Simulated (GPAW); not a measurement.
MnS:

```
Mn S
1.0
     0.00000    2.47346    2.47346
     2.47346    0.00000    2.47346
     2.47346    2.47346    0.00000
Mn S
1 1
Direct
  0.00000 0.00000 0.00000
  0.75000 0.75000 0.75000
```

The cell is a database's computed one.

* Program: GPAW 26.7.0
* Task: relaxation of cell and atoms
* Functional: revPBE
* Dispersion: D4
* Potentials or basis: the program's PAW data sets (release 1.2.1) made for this functional
* Cutoff: 600 eV
* Basis: pw
* k mesh: 9 × 9 × 9
* Occupations: fermi-dirac, width 0.05 eV
* Spin: collinear spin, ferromagnetic start
* Starting moments: [4.0, 0.0] μB

At the start: pressure -3.2 GPa; volume 15.13 Å³/atom.

Task: Where does the relaxation end?

Result: Over 4 steps the energy falls by 3.2 meV/atom and the volume is 14.79 Å³/atom (-2.2 %); space group F-43m (No. 216, to 0.05 Å); moment 0.18 μB per cell.

The path:
```
step  energy change (eV)  largest force (eV/Å)  pressure (GPa)  volume (Å³)
   1              0.0000                0.0000           -3.17        30.27
   2             -0.0024                0.0000           -2.55        30.13
   3             -0.0053                0.0000           -1.40        29.89
   4             -0.0065                0.0000            0.08        29.59
```

Final structure:
```
Mn S
1.0
     0.00000    2.45489    2.45489
     2.45489    0.00000    2.45489
     2.45489    2.45489    0.00000
Mn S
1 1
Cartesian
  0.0000 0.0000 0.0000
  3.6823 3.6823 3.6823
```

Caveat: each step starts from the last one's moments, so a moment once lost doesn't come back; later steps reuse the first step's grids; the moment fell far below its start of 4 μB, so a state of higher moment may lie lower in energy; pairwise dispersion overbinds metals, which lowers pressure and volume.
